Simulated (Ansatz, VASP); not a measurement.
**Two plane-wave programs on As**

Contents of INCAR:

```
SYSTEM = As
PREC = Accurate
ENCUT = 520
EDIFF = 1E-6
ISMEAR = 0
SIGMA = 0.05
LREAL = .False.
LASPH = .True.
NELM = 100
ALGO = Fast
ISIF = 2
LWAVE = .False.
LCHARG = .False.
GGA = PE
NBANDS = 18
```

Contents of KPOINTS:

```
Automatic mesh
0
Gamma
  10 10 8
  0 0 0
```

File POSCAR:

```
As
1.0
    1.8529482500     -5.4820372500      0.0000000000
    1.7613182500      5.4516327500      0.0000000000
    0.0000000000      0.0000000000      4.5016923000
As
4
Direct
    0.1270204655      0.9290241205      0.9572715681
    0.5851341193      0.3741185601      0.5427284319
    0.9148658807      0.1258814399      0.0427284319
    0.3729795345      0.5709758795      0.4572715681
```

Input for Ansatz:

```yaml
crystal:
  lattice:
    - [1.85294825, -5.48203725, 0.0]
    - [1.76131825, 5.45163275, 0.0]
    - [0.0, 0.0, 4.5016923]
  atoms:
    - { symbol: As, position: [0.1270204655, 0.9290241205, 0.9572715681] }
    - { symbol: As, position: [0.5851341193, 0.3741185601, 0.5427284319] }
    - { symbol: As, position: [0.9148658807, 0.1258814399, 0.0427284319] }
    - { symbol: As, position: [0.3729795345, 0.5709758795, 0.4572715681] }
basis:
  ecutwfc: 420
kpoints:
  mp_grid: { grid: [10, 10, 8] }
hamiltonian:
  xc: pbe
scf:
  occupations: { method: gaussian, width: 0.05 }
output:
  forces: true
  stress: true
  eigenvalues: true
```

Alike in both runs: task single point; functional PBE; k mesh 10 × 10 × 8; occupations gaussian, width 0.05 eV; no spin polarisation.

|  | VASP | Ansatz |
| --- | --- | --- |
| version | VASP 6.6.1 | Ansatz 0.2.0 |
| potentials or method | VASP PAW PBE potentials, release 64 (As) | scalar-relativistic, plane waves, PAW |
| plane-wave cutoff (eV) | 520 | 420 |
| valence electrons in the cell | 20 | 60 |

Ansatz gave:

- gap on the k mesh at the Fermi level (eV): none
- pressure (GPa): 7.5
- largest component of the traceless stress (GPa): 12.18
- rms of the force components (eV/Å): 1.495

Q: What did VASP give for the same quantities?

A: gap on the k mesh at the Fermi level (eV): none; pressure (GPa): 8.0; largest component of the traceless stress (GPa): 12.63; rms of the force components (eV/Å): 1.554.

Atom by atom the forces differ by 0.070 eV/Å (rms over components). A gap of «none» marks a metal or a gap that the smearing closes. The two sets of potentials don't hold the same shells in valence.

Caveats: forces of over 1 eV/Å show positions far from the minimum, so gaps and moduli don't describe the material at rest.
